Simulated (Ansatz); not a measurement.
## Phases of Hf at 12 GPa

Structure types of Hf are relaxed in primitive cells with their symmetry kept at 12 GPa, first on PAW files, then by LAPW. The enthalpy is E + pV at zero temperature, without zero-point motion. Only the types listed were tried, and differences under about 5 meV/atom are mesh noise.

Level of theory: DFT with PBE, scalar-relativistic, in Ansatz 0.2.0; Fermi–Dirac smearing of 0.08 eV, no spin polarisation. LAPW: all electrons, basis error target 0.5 meV/atom; PAW: frozen-core files, cutoff 420 eV.

k meshes: fcc 15×15×15, bcc 16×16×16, hcp 14×14×8, simple hexagonal 15×15×14, sc 14×14×14, beta tin 15×15×15.

Spin–orbit coupling is left out, which matters for the heavy atoms.

Task: Order the types by LAPW enthalpy, lowest first.
A. simple hexagonal
B. bcc
C. beta tin
D. hcp
E. sc
F. fcc

Result: D (0 meV/atom), F (69 meV/atom), B (155 meV/atom), A (515 meV/atom), C (698 meV/atom), E (1207 meV/atom).

```csv
start type,ends as,"a, b, c (Å)",V (Å³/atom),"H − H(lowest), LAPW (meV/atom)","same, PAW"
fcc,"fcc, Fm-3m","4.340, 4.340, 4.340",20.44,68.7,68.6
bcc,"bcc, Im-3m","3.428, 3.428, 3.428",20.15,155.0,155.0
hcp,"hcp, P6_3/mmc","3.100, 3.100, 4.924",20.49,0.0,0.0
simple hexagonal,"simple hexagonal, P6/mmm","2.894, 2.894, 2.881",20.90,515.4,515.2
sc,"sc, Pm-3m","2.791, 2.791, 2.791",21.75,1206.8,1206.9
beta tin,"beta tin, I4_1/amd","5.346, 5.346, 2.913",20.81,698.4,698.6
```

Task: Split the lead of hcp over fcc into energy and pV.

Result: For fcc less hcp: ΔE = +73.1 meV/atom, and p·ΔV = 12 GPa × -0.0592 Å³ × 6.242 meV/(GPa·Å³) = -4.4 meV/atom, together 68.7 meV/atom. hcp wins by its internal energy, though it is the less dense.
